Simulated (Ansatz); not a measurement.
# C under changes of volume

One of the cells (9.153 Å³/atom); the others are scaled copies at fixed shape and fractional positions:

```xyz
2
Lattice="2.1273 -1.2283 0.0000 2.1273 1.2283 0.0000 -1.3791 0.0000 3.5028" Properties=species:S:1:pos:R:3 pbc="T T T"
C    -0.6699    0.0000    3.5025
C     3.5455    0.0000    0.0003
```

This is a stacking variant of graphite.

| Property | Result |
| --- | --- |
| Program | Ansatz 0.2.0 |
| Functional | HSE06 |
| Potentials or basis | Ansatz PAW |
| Cutoff | 420 eV (not typed: the program's choice for these potentials) |
| k mesh | 8 × 8 × 4 |
| Occupations | fermi-dirac, width 0.05 eV |
| Spin | no spin polarisation |

```csv
volume (Å³/atom),energy over the lowest point (meV/atom),pressure (GPa),gap on the mesh (eV)
8.604,24.73,17.1,2.14
8.787,?,?,?
8.970,1.13,3.9,2.09
9.153,0.00,-1.9,2.07
9.336,5.21,-7.2,2.04
9.519,16.19,-12.0,2.02
9.702,32.41,-16.4,2.00
```

Question: What does the run at 8.787 Å³/atom give?

Answer: Energy over the lowest point 9.14 meV/atom; pressure 10.2 GPa; gap on the mesh 2.12 eV.

Worked out: A Birch-Murnaghan fit of order 3 (a polynomial in V^(-2/3)) to the other rows has its minimum at 9.09 Å³/atom with B0 = V·E''(V) = 283 GPa and B' = 3.5 at fixed shape and positions, which overstates the stiffness. It gives 9.14 meV/atom at 8.787 Å³/atom, against the run's 9.14, and -dE/dV = 10.2 GPa, against 10.2. A straight line through the other rows of the gap, of slope -1.18 eV per unit of ln V (its deformation potential), gives 2.11 eV, against the run's 2.12.

Energies are extrapolated to zero smearing.

Caveats: all runs use coarse meshes; this functional lacks dispersion, which binds the layers, so the pressure and a relaxed spacing across them are unreliable; the PAW data sets come from PBE, with cores solved anew for the run's functional, which leaves a small shift of forces and pressure; the thresholds are loose for stress.

A mesh can miss the band edges.
